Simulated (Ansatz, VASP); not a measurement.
**One calculation of F, two programs**

```
F
1.0
     2.84262   -1.76922    0.30624
     2.84262    1.76922    0.30624
    -0.83153    0.00000    6.56785
F
4
Direct
  0.91247 0.58848 0.09492
  0.41152 0.08753 0.40508
  0.08753 0.41152 0.90508
  0.58848 0.91247 0.59492
```

Alike in both runs: functional PBEsol; dispersion D3(BJ); k mesh 8 × 8 × 4; occupations gaussian, width 0.02 eV; no spin polarisation.

Ansatz relaxed the structure, and its values are those at the end. VASP's run is a single point on that final structure, the one shown.

|  | VASP | Ansatz |
| --- | --- | --- |
| version | VASP 6.6.1 | Ansatz 0.2.0 |
| potentials or method | VASP PAW PBE potentials, release 64 (F) | scalar-relativistic, plane waves, PAW |
| plane-wave cutoff (eV) | 520 | 600 |
| valence electrons in the cell | 28 | 28 |

```csv
,VASP,Ansatz,Ansatz less VASP
gap on the k mesh at the Fermi level (eV),3.06,3.14,+0.081
least direct gap on the mesh (eV),3.06,3.14,+0.081
pressure (GPa),0.4,0.0,-0.39
rms of the force components (eV/Å),0.251,0.000,-0.2510
```

With one functional, cell and mesh, what is left measures potentials, basis and numerics.

Caveats: the PAW data sets were made with another functional, which shifts forces and pressure a little (VASP). A k mesh can miss the band edges. A hybrid or GW would open this gap; PBEsol tends to underestimate it.
